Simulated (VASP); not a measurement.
Input of a VASP 6.6.1 run:

Contents of INCAR:

```
SYSTEM = Mg
ALGO = Normal
DIPOL = 0.5 0.5 0.500
EDIFF = 1E-7
ENCUT = 520
GGA = PE
IDIPOL = 3
ISIF = 2
ISMEAR = -1
LASPH = .TRUE.
LCHARG = .FALSE.
LDIPOL = .TRUE.
LREAL = .FALSE.
LWAVE = .FALSE.
NBANDS = 12
NELM = 80
PREC = Accurate
SIGMA = 0.05
```

Contents of KPOINTS:

```
k-points
0
G
  10 10 1
  0 0 0
```

Contents of POSCAR:

```
Mg
1.0
    3.1853886285      0.0000000000      0.0000000000
   -1.5926943142      2.7586274731      0.0000000000
    0.0000000000      0.0000000000     22.6998773267
Mg
4
Direct
    0.6666666667      0.3333333333      0.3303982613
    0.3333333333      0.6666666667      0.4437577670
    0.6666666666      0.3333333333      0.5562422330
    0.3333333333      0.6666666667      0.6696017387
```

Potentials or basis: VASP PAW PBE potentials, release 64 (Mg).

Run with:

```sh
$ cat potpaw_PBE.64/Mg/POTCAR > POTCAR
$ mpirun -np 1 vasp_std > vasp.out
```

Problem. Predict the band gap on the k mesh.

Solution. None (metal or under the smearing width).

Problem. Estimate the largest force.

Solution. 0.131 eV/Å.

Forces in eV/Å, atoms in the order of the input:
```
Mg   0.000  0.000 -0.131
Mg   0.000  0.000 -0.060
Mg   0.000  0.000  0.060
Mg   0.000  0.000  0.131
```
